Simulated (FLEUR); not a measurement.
As: band structure with r2SCAN

The system is As.

```
CELL_PARAMETERS angstrom
2.70368 0.00000 0.00000
0.00000 2.70368 0.00000
0.00000 0.00000 2.70368
ATOMIC_POSITIONS crystal
As 0.50000 0.50000 0.50000
```

This isn't the form of As at room conditions, which is rhombohedral.

```json
{
 "Program": "FLEUR MaX-R8.1 (later development tree)",
 "Task": "band structure",
 "Functional": "r2SCAN",
 "Potentials or basis": "all-electron",
 "Basis": "FLAPW",
 "Kmax": "4.14 1/bohr",
 "k mesh": "10 × 10 × 10",
 "Occupations": "fermi-dirac, width 0.05 eV",
 "Spin": "no spin polarisation",
 "Gmax": "12.8 1/bohr",
 "Muffin-tin radii": "As 2.37 bohr",
 "lmax": "As 9",
 "lnonsphr": "As 9",
 "Local orbitals a species": "As 6",
 "Max iterations": "80",
 "Mixing factor": "0.05",
 "Mixer": "Anderson",
 "Mixer history": "30",
 "Density convergence": "0.0001 me/bohr^3"
}
```

```json
{
  "Band gap along the path": "none (metal or under the smearing width)",
  "Valence electrons inside the program's atomic spheres": "As 19.32 (radii As 2.37 bohr)"
}
```

Levels at the corners of the path, in eV from the Fermi level:
| point | band 8 | band 9 | band 10 | band 11 | band 12 | band 13 | band 14 | band 15 |
| --- | --- | --- | --- | --- | --- | --- | --- | --- |
| Γ | -36.81 | -15.69 | 4.34 | 4.34 | 4.34 | 9.00 | 9.00 | 11.61 |
| X | -36.81 | -12.38 | -7.26 | 6.76 | 6.76 | 11.81 | 15.08 | 15.71 |
| M | -36.77 | -8.88 | -4.55 | -4.55 | 2.88 | 9.09 | 17.71 | 18.69 |
| Γ | -36.81 | -15.69 | 4.34 | 4.34 | 4.34 | 9.00 | 9.00 | 11.61 |
| R | -36.76 | -4.93 | -2.04 | -2.04 | -2.04 | 6.39 | 6.39 | 6.39 |
| X | -36.81 | -12.38 | -7.26 | 6.76 | 6.76 | 11.81 | 15.08 | 15.71 |
| M | -36.77 | -8.88 | -4.55 | -4.55 | 2.88 | 9.09 | 17.71 | 18.69 |
| R | -36.76 | -4.93 | -2.04 | -2.04 | -2.04 | 6.39 | 6.39 | 6.39 |

Core levels (eV from the Fermi level):
```csv
atom,levels
1 As,"1s1/2 -11712.0, 2s1/2 -1481.1, 2p1/2 -1322.4, 2p3/2 -1285.8, 3s1/2 -185.2"
```

Wall time 15 s on 1 thread of Arm Neoverse V1, with other jobs on the host, peak memory 0.07 GiB.

Caveat: the meta-GGA is that of a development version, with a GGA for the radial functions and cores and without core tails.
